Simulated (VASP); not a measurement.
A run of VASP 6.6.1 is set up as follows.

INCAR

```
SYSTEM = VBiO4
PREC     = Accurate       ! precision mode
ENCUT    = 600            ! plane-wave cutoff, eV
EDIFF    = 1E-7           ! SCF threshold, eV
ISMEAR   = 0              ! smearing method
SIGMA    = 0.02           ! smearing width, eV
LREAL    = .FALSE.        ! projectors in reciprocal space
LASPH    = .TRUE.         ! aspherical terms in the spheres
NELM     = 80             ! most SCF steps
ALGO     = Normal         ! electronic algorithm
ISIF     = 3              ! what is computed and relaxed
LWAVE    = .FALSE.        ! write WAVECAR
LCHARG   = .FALSE.        ! write CHGCAR
METAGGA  = R2SCAN         ! meta-GGA
LMIXTAU  = .TRUE.       
IBRION   = 2              ! ionic algorithm
NSW      = 80             ! ionic steps
EDIFFG   = -0.004         ! ionic threshold
```

The input KPOINTS:

```
regular mesh
0
G
  6 6 6
  0 0 0
```

POSCAR

```
VBiO4
1.0
   -3.6515000000      3.6515000000      3.2920000000
    3.6515000000     -3.6515000000      3.2920000000
    3.6515000000      3.6515000000     -3.2920000000
V Bi O
2 2 8
Direct
    0.5000000000      0.5000000000      0.0000000000
    0.2500000000      0.7500000000      0.5000000000
    0.7500000000      0.2500000000      0.5000000000
    0.0000000000      0.0000000000      0.0000000000
    0.1550000000      0.3330000000      0.8220000000
    0.0830000000      0.7610000000      0.6780000000
    0.5110000000      0.3330000000      0.1780000000
    0.0830000000      0.4050000000      0.3220000000
    0.5950000000      0.9170000000      0.6780000000
    0.6670000000      0.8450000000      0.1780000000
    0.2390000000      0.9170000000      0.3220000000
    0.6670000000      0.4890000000      0.8220000000
```

Potentials or basis: VASP PAW PBE potentials, release 64 (V_sv, Bi_d, O).

Command:

```sh
$ cat potpaw_PBE.64/V_sv/POTCAR potpaw_PBE.64/Bi_d/POTCAR potpaw_PBE.64/O/POTCAR > POTCAR
$ mpirun -np 1 vasp_std > vasp.out
```

(1) Predict the relaxed volume.

(2) What does it give for the band gap on the k mesh?

Results:

(1) 14.35 Å³/atom.

(2) 2.84 eV, direct.

Caveat: the PAW data sets were made with another functional, which shifts forces and pressure a little; spin-orbit coupling is left out, which as a rule narrows the gap of such compounds by several tenths of an eV.
